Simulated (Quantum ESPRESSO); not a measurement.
The system is SnTe.

```
CELL_PARAMETERS angstrom
0.00000 3.61115 3.61115
3.61115 0.00000 3.61115
3.61115 3.61115 0.00000
ATOMIC_POSITIONS crystal
Te 0.25000 0.25000 0.25000
Sn 0.00000 0.00000 0.00000
```

Measurements of this composition are mostly on another form, of space group No. 225.

```yaml
Program: Quantum ESPRESSO 7.5
Task: single point
Functional: PBE
Potentials_or_basis: SSSP 1.3 efficiency PBE
Cutoff: 816 eV
Density_cutoff: 6531 eV
k_mesh: 7 × 7 × 7
Occupations: fermi-dirac, width 0.05 eV
Spin: no spin polarisation
```

On this cell: pressure -0.1 GPa; largest force zero by symmetry; band gap on the k mesh 0.33 eV, indirect (least direct gap 0.82 eV).

The same run follows on a disturbed copy (atoms moved at random, drawn with an rms of 0.05 Å):

```
Te Sn
1.0
     0.00000    3.61115    3.61115
     3.61115    0.00000    3.61115
     3.61115    3.61115    0.00000
Te Sn
1 1
Direct
  0.25104 0.25696 0.24113
  0.00788 0.99528 0.99274
```

Question: What changes?

Answer: The energy moves by +1.6 meV/atom; pressure -0.1 GPa; largest force 0.127 eV/Å; band gap on the k mesh 0.30 eV, indirect (least direct gap 0.83 eV).

Forces on the atoms (eV/Å):
```
Te  -0.090  0.077 -0.047
Sn   0.090 -0.077  0.047
```

Stress tensor (GPa, compression positive):
```
-0.07 -0.11  0.19
-0.11 -0.07 -0.23
 0.19 -0.23 -0.06
```

Caveats: spin-orbit coupling is left out, which moves the levels of the heavy elements; an odd mesh through Γ misses points on the zone boundary, where band edges often lie.
